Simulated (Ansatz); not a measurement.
# From the elastic tensor of MgO at 18 GPa (stress–strain coefficients) to moduli and sound speeds

Theory: DFT LDA, scalar-relativistic, plane waves, PAW in Ansatz 0.2.0. Settings: 420 eV plane-wave cutoff, Γ-centred 10×10×10 mesh, fixed occupations. No spin polarisation.

Symmetry: Fm-3m, No. 225, cubic system. Conventional cell: a = 4.040 Å, b = 4.040 Å, c = 4.040 Å, α = 90.00°, β = 90.00°, γ = 90.00°. Mg (site symmetry m-3m) is surrounded by 6 O at 2.02 Å. O (site symmetry m-3m) has 6 Mg at 2.02 Å as nearest neighbours.

Relaxed-ion constants (GPa, on the Cartesian axes of the calculation):
C11 = 485.9, C12 = 123.4, C13 = 123.4, C22 = 485.9, C23 = 123.4, C33 = 485.9, C44 = 168.9, C55 = 168.9, C66 = 168.9 GPa; the others vanish.

Density 4.059 g/cm³; 2 atoms in 16.49 Å³.

The values that follow are for a polycrystal of randomly turned grains, by Hill's mean where one number stands.

With S = C⁻¹: B_V = (C11+C22+C33+2(C12+C13+C23))/9, G_V = (C11+C22+C33−C12−C13−C23+3(C44+C55+C66))/15, 1/B_R = S11+S22+S33+2(S12+S13+S23), 15/G_R = 4(S11+S22+S33−S12−S13−S23)+3(S44+S55+S66); Hill is their mean. Then v_l = √((B+4G/3)/ρ), v_t = √(G/ρ), v_m = [(2/v_t³+1/v_l³)/3]^(−1/3) and Θ = (ħ/k_B)·v_m·(6π²n/V)^(1/3) for n atoms in the volume V; E = 9BG/(3B+G), ν = (3B−2G)/(2(3B+G)) and A^U = 5G_V/G_R + B_V/B_R − 6.

| Property | Result |
| --- | --- |
| Bulk modulus, Voigt / Reuss / Hill | 244.2 / 244.2 / 244.2 GPa |
| Shear modulus, Voigt / Reuss / Hill | 173.8 / 173.6 / 173.7 GPa |
| Young's modulus | 421 GPa |
| Poisson ratio | 0.213 |
| Pugh ratio B/G | 1.41 |
| Universal anisotropy index | 0.01 |
| Longitudinal and transverse sound speeds | 10826 and 6542 m/s |
| Debye temperature from the mean sound speed | 1066 K |

Cost: 1 run of about 0.043 core-minutes, on AMD EPYC 9R45 (Zen 5) (shared hosts).

The near-isotropy of MgO here, with an anisotropy index of 0.01, comes from a balance between two shear stiffnesses and isn't imposed by cubic symmetry. Strain along a cube axis shortens the Mg–O contacts directly and meets steep closed-shell repulsion, so C11 is large and rises quickly on compression. The shear governed by C44 leaves those contacts unchanged to first order and stiffens much more slowly. At ambient pressure C44 is known to be the stiffer of the two shears; here it lies slightly below (C11−C12)/2, which suggests that the crossover has just been passed.

C12 is also well below C44, whereas purely central forces under this pressure would place it above. The bonding is therefore ionic but not reducible to rigid-ion pair forces, and the usual explanation is the many-body response of the compressible oxide ion. The constants satisfy the cubic stability conditions under pressure, which covers homogeneous strain only and doesn't test finite-wavevector phonons or competing phases.
